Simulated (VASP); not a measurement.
A run of VASP 6.6.1 is set up as follows.

POSCAR

```
SnTe
1.0
    0.0000000000      3.1508500000      3.1508500000
    3.1508500000      0.0000000000      3.1508500000
    3.1508500000      3.1508500000      0.0000000000
Te Sn
1 1
Direct
    0.5000000000      0.5000000000      0.5000000000
    0.0000000000      0.0000000000      0.0000000000
```

INCAR.step1

```
SYSTEM = SnTe
PREC = Accurate ; ENCUT = 520
EDIFF = 1E-5 ; ISMEAR = 0
SIGMA = 0.02 ; LREAL = .FALSE.
LASPH = .TRUE. ; NELM = 100
ALGO = Normal ; ISIF = 2
LWAVE = .TRUE. ; MAGMOM = 0 0 0 0 0 0
LORBIT = 11 ; LSORBIT = .TRUE.
GGA_COMPAT = .FALSE. ; NBANDS = 32
GGA = PE ; KPAR = 4
```

INCAR.step2

```
SYSTEM = SnTe
PREC = Accurate ; ENCUT = 520
EDIFF = 1E-6 ; ISMEAR = 0
SIGMA = 0.02 ; LREAL = .FALSE.
LASPH = .TRUE. ; NELM = 100
ALGO = Normal ; ISIF = 2
LWAVE = .FALSE. ; LCHARG = .TRUE.
MAGMOM = 0 0 0 0 0 0 ; LORBIT = 11
LSORBIT = .TRUE. ; GGA_COMPAT = .FALSE.
GGA = PE ; LHFCALC = .TRUE.
HFSCREEN = 0.2 ; PRECFOCK = Fast
LVHAR = .TRUE. ; NBANDS = 32
ISTART = 1 ; KPAR = 4
```

KPOINTS

```
Automatic mesh
0
G
  6 6 6
  0 0 0
```

Potentials or basis: VASP PAW PBE potentials, release 64 (Te, Sn_d).

Run with:

```console
$ cat potpaw_PBE.64/Te/POTCAR potpaw_PBE.64/Sn_d/POTCAR > POTCAR
$ cp INCAR.step1 INCAR
$ mpirun -np 4 vasp_ncl > vasp.out
$ cp INCAR.step2 INCAR
$ mpirun -np 4 vasp_ncl > vasp.out
```

Question: Estimate the pressure.

Answer: 0.9 GPa.

Caveat: the PAW data sets were made with another functional, which shifts forces and pressure a little.
